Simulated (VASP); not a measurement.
# A VASP 6.6.1 single-point calculation on SrTiO3

INCAR

```
IVDW = 11
NSW = 0
SIGMA = 0.02
LASPH = .TRUE.
NELM = 120
NBANDS = 28
ISMEAR = -1
ISIF = 2
EDIFF = 1E-7
ENCUT = 520
LREAL = .FALSE.
IBRION = -1
PREC = Accurate
GGA = PE
LWAVE = .FALSE.
LCHARG = .FALSE.
NELMDL = -12
```

KPOINTS

```
KPOINTS created by Atomic Simulation Environment
0
Gamma
6 6 6
0 0 0
```

POSCAR

```
Sr Ti O
 1.0000000000000000
     3.9849885316000000    0.0000000000000000    0.0000000000000000
     0.0000000000000000    3.9849885316000000    0.0000000000000000
     0.0000000000000000    0.0000000000000000    3.8623292521999999
 Sr  Ti  O
   1   1   3
Cartesian
  0.0000000000000000  0.0000000000000000  0.0000000000000000
  1.9924942657999998  1.9924942657999998  1.9311646260999999
  1.9924942657999998  1.9924942657999998  0.0000000000000000
  1.9924942657999998  0.0000000000000000  1.9311646260999999
  0.0000000000000000  1.9924942657999998  1.9311646260999999
```

The recommended PBE PAW datasets give the neutral cell 40 valence electrons.

Command

```
mpirun -np 1 vasp_std
```

**Question.** How does this run end, and what does it give?

**Answer.** It converged. Results: gap between bands v and c on the k mesh 1.75 eV; least direct gap on the k mesh 2.12 eV; pressure -2.6 GPa. Band v is the last that the valence electrons fill when counted band by band, and c is the next.

OSZICAR

```
N       E                     dE             d eps       ncg     rms          rms(c)
DAV:   1     0.433673407885E+03    0.43367E+03   -0.21429E+04  2240   0.159E+03
DAV:   2    -0.400048727188E+01   -0.43767E+03   -0.41795E+03  2556   0.441E+02
DAV:   3    -0.483235798010E+02   -0.44323E+02   -0.44023E+02  3160   0.134E+02
DAV:   4    -0.504312030030E+02   -0.21076E+01   -0.21035E+01  3344   0.249E+01
DAV:   5    -0.504920351032E+02   -0.60832E-01   -0.60821E-01  3048   0.355E+00
DAV:   6    -0.504935553442E+02   -0.15202E-02   -0.15202E-02  3344   0.464E-01
DAV:   7    -0.504935706283E+02   -0.15284E-04   -0.15284E-04  3052   0.553E-02
DAV:   8    -0.504935710219E+02   -0.39360E-06   -0.39353E-06  3316   0.661E-03
DAV:   9    -0.504935710249E+02   -0.29790E-08   -0.30145E-08  2084   0.826E-04
DAV:  10    -0.504935710252E+02   -0.30786E-09   -0.33348E-09  2076   0.308E-04
...
DAV:  18    -0.400758668377E+02    0.39754E-02   -0.17775E-02  3536   0.132E+00    0.171E-01
DAV:  19    -0.400758219393E+02    0.44898E-04   -0.12417E-03  2644   0.325E-01    0.134E-01
DAV:  20    -0.400757933784E+02    0.28561E-04   -0.18086E-04  3624   0.117E-01    0.792E-02
DAV:  21    -0.400757587316E+02    0.34647E-04   -0.34398E-04  2748   0.161E-01    0.230E-02
DAV:  22    -0.400757626035E+02   -0.38719E-05   -0.33500E-05  2976   0.494E-02    0.179E-02
DAV:  23    -0.400757613313E+02    0.12722E-05   -0.96535E-06  3120   0.313E-02    0.158E-02
DAV:  24    -0.400757605093E+02    0.82201E-06   -0.53824E-06  2652   0.261E-02    0.241E-03
DAV:  25    -0.400757606477E+02   -0.13843E-06   -0.50112E-07  2860   0.513E-03    0.141E-03
DAV:  26    -0.400757606027E+02    0.45012E-07   -0.52603E-08  1432   0.264E-03
   1 F= -.40956937E+02 E0= -.40956937E+02  d E =-.262242E-11
```

For comparison, a separate PBE run of the intended cell, on usual settings and not on those above, gives a gap of 1.75 eV on its mesh and a pressure of -0.1 GPa.
